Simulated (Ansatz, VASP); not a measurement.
**ZnS in VASP and in Ansatz**

```xyz
2
Lattice="0.0000 2.7216 2.7216 2.7216 0.0000 2.7216 2.7216 2.7216 0.0000" Properties=species:S:1:pos:R:3 pbc="T T T"
Zn    0.0000    0.0000    0.0000
S     4.0823    4.0823    4.0823
```

Alike in both runs: functional PBE; k mesh 10 × 10 × 10; occupations gaussian, width 0.02 eV; no spin polarisation.

Ansatz relaxed the structure, and its values are those at the end. VASP's run is a single point on that final structure, the one shown.

|  | VASP | Ansatz |
| --- | --- | --- |
| version | VASP 6.6.1 | Ansatz 0.2.0 |
| potentials or method | VASP PAW PBE potentials, release 64 (Zn, S) | scalar-relativistic, plane waves, PAW |
| plane-wave cutoff (eV) | 520 | 420 |
| valence electrons in the cell | 18 | 18 |

```tsv
	VASP	Ansatz	Ansatz less VASP
gap on the k mesh at the Fermi level (eV)	2.02	2.02	-0.004
least direct gap on the mesh (eV)	2.02	2.02	-0.004
pressure (GPa)	0.2	0.0	-0.15
```

As with any semilocal functional, this PBE gap is likely too small.
